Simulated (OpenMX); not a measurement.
The system is Au.

```xyz
1
Lattice="0.0000 2.0350 2.0350 2.0350 0.0000 2.0350 2.0350 2.0350 0.0000" Properties=species:S:1:pos:R:3 pbc="T T T"
Au    0.0000    0.0000    0.0000
```

Base run:

| Quantity | Value |
| --- | --- |
| Program | OpenMX 3.8.5 |
| Functional | PBE |
| Potentials or basis | OpenMX 2013 PBE set, Au7.0-s3p2d2f1, grid cutoff 400 Ry |
| k mesh | 9 × 9 × 9 |
| Occupations | fermi-dirac, width 0.05 eV |
| Spin | no spin polarisation |

Its results: pressure 13.1 GPa.

Q: The run is repeated on the same cell with these changes: potentials or basis from OpenMX 2013 PBE set, Au7.0-s3p2d2f1, grid cutoff 400 Ry to OpenMX 2013 PBE set, Au7.0-s3p2d2f2, grid cutoff 400 Ry; k mesh from 9 × 9 × 9 to 11 × 11 × 11. What comes out?

A: Pressure 12.2 GPa.

Caveats: the basis of atomic orbitals isn't converged, which shifts pressures, moduli and gaps.
